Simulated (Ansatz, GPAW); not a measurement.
This is a calculation of Ru (Ruthenium) for Ansatz 0.2.0. 

input.yaml

```yaml
crystal:
  lattice:
    - [2.7058, 0.0, 0.0]
    - [-1.3529, 2.3432915376, 0.0]
    - [0.0, 0.0, 4.2819]
  atoms:
    - { symbol: Ru, position: [0.6666666667, 0.3333333333, 0.75] }
    - { symbol: Ru, position: [0.3333333333, 0.6666666667, 0.25] }
kpoints:
  mp_grid: { grid: [11, 11, 6] }
scf:
  occupations: { method: gaussian, width: 0.012 }
hamiltonian:
  xc: pbe
  pseudopotentials: { kind: all_electron, lapw: { basis_error: 0.001 } }
output:
  forces: true
  stress: true
  eigenvalues: true
```

Potentials or basis: all-electron LAPW, scalar-relativistic.

The run is started by

```console
$ ansatz run input.yaml --threads 1 --pin off --max-ram 3072MiB --backend cpu --events-out ev --progress --plain --runs-dir out
```

Problem. Translate it to GPAW 26.7.0 (ASE script). Potentials or basis there: GPAW PAW data sets (gpaw-data 1.2.1), cutoff 600 eV.

Solution. As run (cutoffs and basis follow the program's own potentials, and thresholds, step limits or extra output files can differ):

The input run.py:

```python
from ase.dft.bandgap import bandgap
from ase.io import read, write
from ase.units import Bohr, GPa
from gpaw import GPAW, PW
from gpaw.elf import elf_from_dft_calculation

atoms = read('POSCAR')

calc = GPAW(mode=PW(600),
            xc='PBE',
            kpts={'size': (11, 11, 6), 'gamma': True},
            occupations={'name': 'methfessel-paxton', 'order': 0, 'width': 0.012},
            nbands=29,
            convergence={'density': 1e-05, 'energy': 1e-05},
            maxiter=150,
            txt='gpaw.txt')
atoms.calc = calc
energy = atoms.get_potential_energy()
forces = atoms.get_forces()
stress = atoms.get_stress()
calc.write('gs.gpw')
write('result.traj', atoms)
print(f'Energy: {energy:.6f} eV')
print('Forces (eV/A):')
print(forces.round(4))
print('Stress (GPa):', (stress / GPa).round(3))
print('Fermi level:', round(calc.get_fermi_level(), 4), 'eV')
print(f'Gap: {bandgap(calc)[0]:.4f} eV, direct: {bandgap(calc, direct=True)[0]:.4f} eV')

# fields on the real-space grid
write('density.cube', atoms, data=calc.get_pseudo_density() * Bohr**3)
write('potential.cube', atoms, data=calc.get_electrostatic_potential())
write('elf.cube', atoms, data=elf_from_dft_calculation(calc).data)
```

File POSCAR:

```
Ru
1.0
    2.7058000000      0.0000000000      0.0000000000
   -1.3529000000      2.3432915376      0.0000000000
    0.0000000000      0.0000000000      4.2819000000
Ru
2
Direct
    0.6666666667      0.3333333333      0.7500000000
    0.3333333333      0.6666666667      0.2500000000
```

Potentials or basis: GPAW PAW data sets (gpaw-data 1.2.1), pw.

The run is started by

```bash
$ OMP_NUM_THREADS=1 python run.py
```

Both were run:

|  | Ansatz | GPAW |
| --- | --- | --- |
| Pressure | 4.4 GPa | 3.6 GPa |

Where Ansatz's input types no cutoff or centring, it takes its own default and a Γ-centred mesh.

Pressure is positive in compression.
